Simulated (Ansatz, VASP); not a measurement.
# One calculation of NiGe, two programs

```
Ni Ge
1.0
     2.08673   -2.11234    0.00000
     2.08673    2.11234    0.00000
     0.00000    0.00000    2.97372
Ni Ge
1 1
Direct
  0.00000 0.00000 0.50000
  0.50000 0.50000 0.00000
```

Alike in both runs: functional PBE; k mesh 6 × 6 × 6; occupations gaussian, width 0.1 eV; no spin polarisation.

Ansatz relaxed the structure, and its values are those at the end. VASP's run is a single point on that final structure, the one shown.

|  | VASP | Ansatz |
| --- | --- | --- |
| version | VASP 6.6.1 | Ansatz 0.2.0 |
| potentials or method | VASP PAW PBE potentials, release 64 (Ni, Ge_d) | scalar-relativistic, plane waves, PAW |
| plane-wave cutoff (eV) | 520 | 420 |
| valence electrons in the cell | 24 | 32 |

```csv
,VASP,Ansatz,Ansatz less VASP
gap on the k mesh at the Fermi level (eV),none,none,-
pressure (GPa),0.3,-0.1,-0.33
```

A gap of «none» marks a metal or a gap that the smearing closes. The two sets of potentials don't hold the same shells in valence.

Spin polarisation is off, so any magnetic state and its effect on volume and gap are missing.
